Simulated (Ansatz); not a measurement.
**Is this In structure a true minimum?**

The cell was found from a structure generator's guess, not taken from experiment.

The calculation used DFT PBE, scalar-relativistic, plane waves, PAW in Ansatz. Plane waves to 420 eV, a k mesh through Γ of 18×18×6 on the computed 3-atom cell and Gaussian smearing (0.10 eV); no spin polarisation.

The cell below (3 atoms, space group P-6m2 (No. 187)) is relaxed within its symmetry.

```xyz
3
Lattice="3.3534 0.0000 0.0000 -1.6767 2.9041 0.0000 0.0000 0.0000 8.6527" Properties=species:S:1:pos:R:3 pbc="T T T"
In    1.6767    0.9680    5.8809
In    1.6767    0.9680    2.7718
In    0.0000    0.0000    0.0000
```

For the test a repeat of it with 6 atoms (edges 3.35, 3.35, 17.31 Å) was strained at random (σ = 1.5 % a component), the atoms were moved at random (σ = 0.10 Å), and all was relaxed again on a coarse 6×6×2 mesh (in the run’s order of axes) with 0.20 eV smearing, with no symmetry imposed.

Q: Does it come back?

A: It doesn't return. The energy falls by 31 meV/atom on that mesh, the volume changes by -2.4 %, and the end has space group C2 (No. 5) at a loose tolerance. Relaxed again on a 12×12×4 mesh with 0.10 eV smearing, the new structure lies 12 meV/atom below the first (mesh in the axes of the run's cell; the cell below is made exact in the group named). Space group P-6m2 (No. 187), hexagonal, a = 3.396 Å, c = 16.577 Å. In on a site of symmetry 3m is surrounded by 12 In at 3.39–3.40 Å; In on a second site of symmetry 3m has 12 In at 3.38–3.40 Å; In on a site of symmetry -6m2 has 12 In at 3.38–3.40 Å; around In on a second site of symmetry -6m2 lie 12 In at 3.39–3.40 Å.

```xyz
6
Lattice="3.3958 0.0000 0.0000 -1.6979 2.9408 0.0000 0.0000 0.0000 16.5768" Properties=species:S:1:pos:R:3 pbc="T T T"
In    1.6979    0.9803    5.5285
In    0.0000    1.9606   13.8244
In    0.0000    1.9606    2.7524
In    1.6979    0.9803   11.0483
In    0.0000    0.0000    0.0000
In    0.0000    1.9606    8.2884
```
